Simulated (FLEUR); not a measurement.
Runs of FLEUR MaX-R8.1 (later development tree) on SnO. Symmetry: P4/nmm, No. 129, tetragonal system. Conventional cell: a = 3.814 Å, b = 3.814 Å, c = 4.887 Å, α = 90.00°, β = 90.00°, γ = 90.00°. Sn (site symmetry 4mm) is surrounded by 4 O at 2.23 Å. O (site symmetry -4m2) is surrounded by 4 Sn at 2.23 Å. The cell is a database's computed one.

```tsv
level	gmax	muffin-tin radii	max iterations	mixer history	density convergence	kmax	gap on the mesh (eV)
LDA	13.8 1/bohr	Sn 2.24, O 1.62 bohr	60	15	1e-05 me/bohr^3	4.44 1/bohr	0.46
PBEsol	13.8 1/bohr	Sn 2.24, O 1.62 bohr	60	15	1e-05 me/bohr^3	4.44 1/bohr	0.35
PBEsol	13.7 1/bohr	Sn 2.26, O 1.63 bohr	60	15	1e-05 me/bohr^3	4.42 1/bohr	0.35
RPBE	13.8 1/bohr	Sn 2.24, O 1.62 bohr	60	15	1e-05 me/bohr^3	4.44 1/bohr	0.31
r2SCAN	13.8 1/bohr	Sn 2.24, O 1.62 bohr	80	30	0.0001 me/bohr^3	4.44 1/bohr	0.50
AM05	13.8 1/bohr	Sn 2.24, O 1.62 bohr	60	15	1e-05 me/bohr^3	4.44 1/bohr	(a)
r2SCAN	13.7 1/bohr	Sn 2.26, O 1.63 bohr	80	30	0.0001 me/bohr^3	4.42 1/bohr	0.50
PBE	13.8 1/bohr	Sn 2.24, O 1.62 bohr	60	15	1e-05 me/bohr^3	4.44 1/bohr	0.37
```

Alike in all rows: task band structure; potentials or basis all-electron, FLAPW; no spin polarisation; cell as given; k mesh 7 × 7 × 6; smearing fermi-dirac 0.05 eV.

Question: Fill in the values left out.

Answer: (a) 0.40.

Caveats: spin-orbit coupling is left out, which moves the levels of the heavy elements; the mesh misses the band edges, which the band path finds closer together; the meta-GGA is that of a development version, with a GGA for the radial functions and cores and without core tails (some runs).

A k mesh can miss the band edges, and the runs leave out spin-orbit coupling on Sn.
